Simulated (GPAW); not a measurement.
# PbS (Galena) (Fm-3m) in GPAW: a series of runs, part 2 of 2

GPAW 26.7.0. Earlier steps stand in the parts before.

**3. One-shot levels on a semilocal density, r2SCAN**

run.py

```python
import numpy as np
from ase import Atoms
from ase.dft.bandgap import bandgap
from ase.io import write
from ase.units import Ha
from gpaw import GPAW, PW
from gpaw.hybrids.energy import non_self_consistent_energy
from gpaw.new.pw.nschse import non_self_consistent_matrix_elements

atoms = Atoms(['Pb', 'S'],
              cell=[[0.0, 2.96575, 2.96575],
                    [2.96575, 0.0, 2.96575],
                    [2.96575, 2.96575, 0.0]],
              scaled_positions=[[0.0, 0.0, 0.0],
                                [0.5, 0.5, 0.5]],
              pbc=True)

calc = GPAW(mode=PW(450),
            xc='MGGA_X_R2SCAN+MGGA_C_R2SCAN',
            kpts={'size': (5, 5, 5), 'gamma': True},
            occupations={'name': 'fermi-dirac', 'width': 0.05},
            nbands=19,
            convergence={'density': 1e-06, 'bands': 17},
            maxiter=60,
            txt='gpaw.txt')
atoms.calc = calc
energy = atoms.get_potential_energy()
calc.write('gs.gpw')
write('result.traj', atoms)
print(f'Energy: {energy:.6f} eV')
print('Fermi level:', round(calc.get_fermi_level(), 4), 'eV')
print(f'Gap: {bandgap(calc)[0]:.4f} eV, direct: {bandgap(calc, direct=True)[0]:.4f} eV')

calc.write('wfs.gpw', mode='all')
eps = calc.eigenvalues()
free = calc.get_potential_energy(force_consistent=True)
semilocal_x = free + calc.get_xc_difference('MGGA_X_R2SCAN')  # without correlation
exact_x = non_self_consistent_energy(calc, 'EXX').sum()
h_x = non_self_consistent_matrix_elements(GPAW('wfs.gpw').dft, 'MGGA_X_R2SCAN')
h_exx = non_self_consistent_matrix_elements(GPAW('wfs.gpw').dft, 'EXX')
shift = np.einsum('sknn->skn', h_exx - h_x).real * Ha
np.savetxt('shift.dat', shift[..., :17].reshape((-1, 17)), fmt='%.4f')
occupied = eps < calc.get_fermi_level()
for name, a in {'r2SCAN0': 0.25, 'r2SCANh': 0.1, 'r2SCAN50': 0.5, 'r2SCAN-EpsX': 0.058}.items():
    levels = (eps + a * shift)[..., :17]
    gap = levels[~occupied[..., :17]].min() - levels[occupied[..., :17]].max()
    print(f'{name}: share {a}, energy {free + a * (exact_x - semilocal_x):.6f} eV, gap {gap:.4f} eV')
```

Potentials or basis: GPAW PAW data sets (gpaw-data 1.2.1), pw.

Run with:

```
> OMP_NUM_THREADS=1 python run.py
```

gpaw.txt:

```text
__  _  _
 | _ |_)|_||  |
 |__||  | ||/\| - 26.7.0

Input parameters:
  mode=PW(ecut=450.00000000000006),
  convergence={'density': 1e-06, 'bands': 17},
  kpts=MonkhorstPack(size=(5, 5, 5), gamma=True),
  maxiter=60,
  nbands=19,
  occupations=Occupations(name='fermi-dirac', width=0.05),
  xc=XC(name='MGGA_X_R2SCAN+MGGA_C_R2SCAN')

Diagonalizing LCAO Hamiltonian
Converting LCAO to pw mode

                S

       Pb

Atoms  # Å, Bohr magnetons
|   | symbol |        x |        y |        z |    initial magnetic moments |
|---|--------|----------|----------|----------|-----------------------------|
| 0 |     Pb | 0.000000 | 0.000000 | 0.000000 | ( 0.0000,  0.0000,  0.0000) |
| 1 |      S | 2.965750 | 2.965750 | 2.965750 | ( 0.0000,  0.0000,  0.0000) |

Unit cell  # Å
| periodic |        x |        y |        z |  lengths |    angles |
|----------|----------|----------|----------|----------|-----------|
|      yes | 0.000000 | 2.965750 | 2.965750 | 4.194204 | 60.000000 |
|      yes | 2.965750 | 0.000000 | 2.965750 | 4.194204 | 60.000000 |
|      yes | 2.965750 | 2.965750 | 0.000000 | 4.194204 | 60.000000 |

Number of symmetries: 48
Symmetry operations  # r_c * U_cc + t_c -> r_c
|    | kind |            matrix            |
|----|------|------------------------------|
|  0 |  σ   |  1, 0, 0,  1, 0,-1,  1,-1, 0 |
|  1 |  C2  |  1, 0, 0,  1,-1, 0,  1, 0,-1 |
|  2 |  E   |  1, 0, 0,  0, 1, 0,  0, 0, 1 |
|  3 |  σ   |  1, 0, 0,  0, 0, 1,  0, 1, 0 |
|  4 |  C4  |  1, 0,-1,  1, 0, 0,  1,-1, 0 |
|  5 |  S6  |  1, 0,-1,  1,-1, 0,  1, 0, 0 |
|  6 |  σ   |  1, 0,-1,  0, 1,-1,  0, 0,-1 |
|  7 |  C3  |  1, 0,-1,  0, 0,-1,  0, 1,-1 |
|  8 |  S6  |  1,-1, 0,  1, 0, 0,  1, 0,-1 |
|  9 |  C4  |  1,-1, 0,  1, 0,-1,  1, 0, 0 |
| 10 |  C3  |  1,-1, 0,  0,-1, 1,  0,-1, 0 |
| 11 |  σ   |  1,-1, 0,  0,-1, 0,  0,-1, 1 |
| 12 |  σ   |  0, 1, 0,  1, 0, 0,  0, 0, 1 |
| 13 |  C4  |  0, 1, 0,  0, 1,-1, -1, 1, 0 |
| 14 |  C3  |  0, 1, 0,  0, 0, 1,  1, 0, 0 |
| 15 |  S6  |  0, 1, 0, -1, 1, 0,  0, 1,-1 |
| 16 |  C2  |  0, 1,-1,  1, 0,-1,  0, 0,-1 |
| 17 |  σ   |  0, 1,-1,  0, 1, 0, -1, 1, 0 |
| 18 |  S4  |  0, 1,-1,  0, 0,-1,  1, 0,-1 |
| 19 |  C4  |  0, 1,-1, -1, 1, 0,  0, 1, 0 |
| 20 |  C3  |  0, 0, 1,  1, 0, 0,  0, 1, 0 |
| 21 |  σ   |  0, 0, 1,  0, 1, 0,  1, 0, 0 |
| 22 |  S6  |  0, 0, 1,  0,-1, 1, -1, 0, 1 |
| 23 |  C4  |  0, 0, 1, -1, 0, 1,  0,-1, 1 |
| 24 |  S4  |  0, 0,-1,  1, 0,-1,  0, 1,-1 |
| 25 |  C3  |  0, 0,-1,  0, 1,-1,  1, 0,-1 |
| 26 |  C2  |  0, 0,-1,  0,-1, 0, -1, 0, 0 |
| 27 |  S6  |  0, 0,-1, -1, 0, 0,  0,-1, 0 |
[... 94 lines left out ...]
      rc: 0.24  # [Å]
      lmax: 2
    cutoffs:
      filter: 1.77  # [Å]
      core: 1.66  # [Å]
    projectors
    | kind |    occ | energy [eV] | rcut [Å] |
    |------|--------|-------------|----------|
    |   3s |  2.000 |     -17.254 |    0.974 |
    |   3p |  4.000 |      -7.008 |    0.979 |
    |    s |        |       9.957 |    0.974 |
    |    p |        |      20.203 |    0.979 |
    |    d |        |       0.000 |    0.900 |

    Using partial waves for S as LCAO basis

Reference energy: -578132.083262  # eV

eigensolver:
  PPCG
  Converge bands: 17
  niter=2

density mixing:
  MSR1-Mixer
  Pratt-step length: 0.05
  Maximum mixing coefficient: 0.75
  Old densities: 10
  SVD Regularization: 0.005
  Good broyden scale: 1.0
  Trust region scale: 1.0
  Backstep threshold: 4.0
  History deletion threshold: 6.0
  Fourier metric: weight=20.0, sigma=0.015

occupation numbers:
  Fermi-Dirac:
    width: 0.0500  # eV

poisson solver:
  ecut: 3600.0000000000005  # eV

xc functional:
  name: MGGA_X_R2SCAN+MGGA_C_R2SCAN with 2 nearest neighbor stencil

convergence criteria:
- Maximum integral of absolute [dens]ity change: 1e-06 electrons / valence electron
- Maximum [total energy] change in last 3 cyles: 0.0005 eV / valence electron
- Maximum integral of absolute [eigenst]ate change: 4e-08 eV^2 / valence electron
maximum number of iterations: 60

SCF iterations
|iter     | |      energy | eigst |  dens |
|---------|-|-------------|-------|-------|
|iter:   1| |  -34.200192 | +2.50 |       |
|iter:   2| |  -30.027874 | +0.61 | -1.19 |
|iter:   3| |-644394.899037 | +5.49 | -1.18 |
|iter:   4| |  -13.447050 | +2.19 | +1.75 |
|iter:   5| |  -30.242252 | +1.35 | -0.44 |
|iter:   6| |  -29.760036 | -0.38 | -1.41 |
|iter:   7| |  -29.749563 | -1.62 | -1.56 |
|iter:   8| |  -29.760038 | -2.42 | -2.13 |
|iter:   9| |  -29.761114 | -3.27 | -2.50 |
|iter:  10| |  -29.760977c| -4.16 | -2.81 |
|iter:  11| |  -29.760958c| -4.66 | -3.20 |
|iter:  12| |  -29.760959c| -6.03 | -4.22 |
|iter:  13| |  -29.760959c| -7.07 | -4.61 |
|iter:  14| |  -29.760959c| -7.94c| -5.44 |
|iter:  15| |  -29.760959c| -8.27c| -5.90 |
|iter:  16| |  -29.760959c| -8.98c| -6.25c|

Converged in 16 steps
Energy contributions relative to reference atoms: (reference = -578132.083262)

Energy contributions:
  Kinetic:          24.917441
  Coulomb:         -24.687989
  Zero:             -0.060186
  External:          0.000000
  Xc:              -29.930224
  Entropy:          -0.000000
  Spinorbit:         0.000000
  ----------------------------
  Free energy:     -29.760959
  Extrapolated:    -29.760959

dipole moment: (-25.031749, -25.031749, -25.031749)  # |e|*Ang

Fermi level: 6.506
Eigenvalues  # (at kpt = [0.000, 0.000, 0.000])
| band index |      eig [eV] | occ [0-2] |
|------------|---------------|-----------|
|          0 |       -11.346 |     2.000 |
|        ... |               |           |
|          2 |       -11.346 |     2.000 |
|          3 |       -11.339 |     2.000 |
|          4 |       -11.339 |     2.000 |
|          5 |        -8.098 |     2.000 |
|          6 |         0.070 |     2.000 |
|          7 |         3.767 |     2.000 |
[... 9 lines left out ...]
|         17 |        15.648 |     0.000 |
|         18 |        15.648 |     0.000 |

Gap: 1.458 eV
Transition (v -> c):
  (s=0, k=9, n=9, [0.40, 0.40, 0.40]) -> (s=0, k=9, n=10, [0.40, 0.40, 0.40])
No difference between direct/indirect transitions
# Writing to gs.gpw (mode='')

# Writing to wfs.gpw (mode='all')
```

stdout:

```text
Energy: -29.760959 eV
Fermi level: 6.5056 eV
Gap: 1.4575 eV, direct: 1.4575 eV
IBZ(<points: 10, symmetries: 48>)
Occupied bands: 10
DFT energy: -29.760959377745664 eV
minus DFT-XC energy: 29.930224395901842 eV
Core-core contribution:         -10669.770
Valence-core contribution:        -186.273
Valence-valence contribution:     -202.831
r2SCAN0: share 0.25, energy -26.943492 eV, gap 2.3226 eV
r2SCANh: share 0.1, energy -28.633973 eV, gap 1.8036 eV
r2SCAN50: share 0.5, energy -24.126025 eV, gap 3.1877 eV
r2SCAN-EpsX: share 0.058, energy -29.107307 eV, gap 1.6582 eV
```

It took 5.8 min on 1 thread of Intel Xeon Platinum 8259CL at 2.50GHz (Skylake/Cascade Lake), shared host; peak memory 0.64 GiB.

Results:

```yaml
Free_energy: -29.7610 eV
```

Levels at points of the mesh, in eV from the Fermi level:
| k point | band 7 | band 8 | band 9 | band 10 | band 11 | band 12 | band 13 | band 14 |
| --- | --- | --- | --- | --- | --- | --- | --- | --- |
| (0.00, 0.00, 0.00) | -6.44 | -2.74 | -2.74 | -2.74 | 5.14 | 5.14 | 5.14 | 6.71 |

Band gaps from one-shot exact exchange on these states (eV): r2scan0 2.32, r2scanh 1.80, r2scan50 3.19, r2scan_epsx 1.66

Caveat: the k mesh is coarse; this odd mesh misses L, where the gap lies, so gap, dielectric constants and Born charges aren't listed; energy and the plain gap are those of the semilocal run; the hybrids' values are one shot on its orbitals and mesh. Spin-orbit coupling is left out, which matters for the levels of Pb.

**4. Hybrid scf, r2SCANh**

run.py

```python
import numpy as np
from ase import Atoms
from ase.dft.bandgap import bandgap
from ase.io import write
from gpaw import GPAW, PW
from gpaw.xc import parametrizedxc

class ScaledMGGA(parametrizedxc.ParametrizedKernel):
    """Weighted sum of Libxc meta-GGA parts, named like '0.75_MGGA_X_..+1.0_MGGA_C_..'."""
    def __init__(self, name):
        super().__init__(name)
        self.type = 'MGGA'

    def calculate(self, e_g, n_sg, dedn_sg, sigma_xg, dedsigma_xg, tau_sg, dedtau_sg):
        e_g[:] = dedsigma_xg[:] = dedtau_sg[:] = 0.0
        for kernel, c in zip(self.kernels, self.coefs):
            e, v, s, t = [np.zeros_like(x) for x in [e_g, dedn_sg, dedsigma_xg, dedtau_sg]]
            kernel.calculate(e, n_sg, v, sigma_xg, s, tau_sg, t)
            e_g += c * e
            dedn_sg += c * v
            dedsigma_xg += c * s
            dedtau_sg += c * t

parametrizedxc.ParametrizedKernel = ScaledMGGA

atoms = Atoms(['Pb', 'S'],
              cell=[[0.0, 2.96575, 2.96575],
                    [2.96575, 0.0, 2.96575],
                    [2.96575, 2.96575, 0.0]],
              scaled_positions=[[0.0, 0.0, 0.0],
                                [0.5, 0.5, 0.5]],
              pbc=True)

calc = GPAW(mode=PW(300),
            xc={'name': '0.900_MGGA_X_R2SCAN+1.0_MGGA_C_R2SCAN', 'fraction': 0.1, 'omega': 0.0, 'backend': 'pw'},
            kpts={'size': (2, 2, 2), 'gamma': True},
            occupations={'name': 'fermi-dirac', 'width': 0.05},
            nbands=19,
            convergence={'density': 0.0001},
            maxiter=50,
            txt='gpaw.txt')
atoms.calc = calc
energy = atoms.get_potential_energy()
calc.write('gs.gpw')
write('result.traj', atoms)
print(f'Energy: {energy:.6f} eV')
print('Fermi level:', round(calc.get_fermi_level(), 4), 'eV')
print(f'Gap: {bandgap(calc)[0]:.4f} eV, direct: {bandgap(calc, direct=True)[0]:.4f} eV')
```

Potentials or basis: GPAW PAW data sets (gpaw-data 1.2.1), pw.

Run with:

```
> OMP_NUM_THREADS=1 python run.py
```

gpaw.txt:

```text
__  _  _
 | _ |_)|_||  |
 |__||  | ||/\| - 26.7.0

Input parameters:
  mode=PW(ecut=300.0),
  convergence={'density': 0.0001},
  kpts=MonkhorstPack(size=(2, 2, 2), gamma=True),
  maxiter=50,
  nbands=19,
  occupations=Occupations(name='fermi-dirac', width=0.05),
  xc=XC(name='0.900_MGGA_X_R2SCAN+1.0_MGGA_C_R2SCAN', fraction=0.1, omega=0.0, backend='pw')

Diagonalizing LCAO Hamiltonian
Converting LCAO to pw mode

                S

       Pb

Atoms  # Å, Bohr magnetons
|   | symbol |        x |        y |        z |    initial magnetic moments |
|---|--------|----------|----------|----------|-----------------------------|
| 0 |     Pb | 0.000000 | 0.000000 | 0.000000 | ( 0.0000,  0.0000,  0.0000) |
| 1 |      S | 2.965750 | 2.965750 | 2.965750 | ( 0.0000,  0.0000,  0.0000) |

Unit cell  # Å
[... 182 lines left out ...]
|iter:   2| |  -27.256361 | -1.10 | -0.90 |
|iter:   3| |  -26.912895 | -1.89 | -1.05 |
|iter:   4| |  -26.733285 | -1.91 | -1.19 |
|iter:   5| |  -26.749047 | -2.78 | -1.42 |
|iter:   6| |  -26.742357 | -2.88 | -1.57 |
|iter:   7| |  -26.742703c| -3.42 | -1.98 |
|iter:   8| |  -26.742883c| -4.60 | -2.74 |
|iter:   9| |  -26.742927c| -5.06 | -2.91 |
|iter:  10| |  -26.742908c| -6.30 | -3.15 |
|iter:  11| |  -26.742851c| -5.36 | -3.20 |
|iter:  12| |  -26.742856c| -6.77 | -3.61 |
|iter:  13| |  -26.742856c| -8.36c| -4.52c|

Converged in 13 steps
Energy contributions relative to reference atoms: (reference = -578132.083262)

Energy contributions:
  Kinetic:          48.726246
  Coulomb:         -44.892630
  Zero:              0.197631
  External:          0.000000
  Xc:             1075.317225
  Entropy:          -0.000128
  Spinorbit:         0.000000
  Hybrid_Xc_Cc:     -1066.977001
  Hybrid_Xc_Vc:       -18.708213
  Hybrid_Xc_Vv:       -20.406051
  ----------------------------
  Free energy:     -26.742920
  Extrapolated:    -26.742856

dipole moment: (-25.008861, -25.008861, -25.008861)  # |e|*Ang

Fermi level: 6.596
Eigenvalues  # (at kpt = [0.000, 0.000, 0.000])
| band index |      eig [eV] | occ [0-2] |
|------------|---------------|-----------|
|          0 |       -12.336 |     2.000 |
|        ... |               |           |
|          2 |       -12.336 |     2.000 |
|          3 |       -12.324 |     2.000 |
|          4 |       -12.324 |     2.000 |
|          5 |        -8.484 |     2.000 |
|          6 |        -0.196 |     2.000 |
|          7 |         3.785 |     2.000 |
[... 9 lines left out ...]
|         17 |        16.192 |     0.000 |
|         18 |        16.215 |     0.000 |

Gap: 0.896 eV
Transition (v -> c):
  (s=0, k=2, n=9, [0.50, 0.50, 0.50]) -> (s=0, k=2, n=10, [0.50, 0.50, 0.50])
No difference between direct/indirect transitions
# Writing to gs.gpw (mode='')
```

stdout:

```text
Energy: -26.742856 eV
Fermi level: 6.596 eV
Gap: 0.8959 eV, direct: 0.8959 eV
```

Wall time 2.2 min (1 thread of Intel Xeon Platinum 8259CL at 2.50GHz (Skylake/Cascade Lake), shared host); peak memory 0.28 GiB.

The run converged, but some of its settings lie outside the range that counts as converged, so its numbers aren't taken as properties of the crystal.

Results:

```yaml
Free_energy: -26.7429 eV
Band_gap_on_the_k_mesh: 0.90 eV, direct
```

Caveat: the k mesh is coarse (spacing up to 0.92 Å⁻¹), so the values aren't converged, least of all with exact exchange; exact exchange converges slowly with the k mesh, and this mesh is small; the scaled meta-GGA exchange is a class typed in the script; spin-orbit coupling is left out, which as a rule narrows the gap of such compounds by several tenths of an eV.

**5. Against experiment**

Step 2. A measured high-frequency dielectric constant of PbS is 17.2 (300 K; a printed reference work, monograph); the calculated 17.24 misses it by +0.2 %. That is within the rounding of the quoted value.
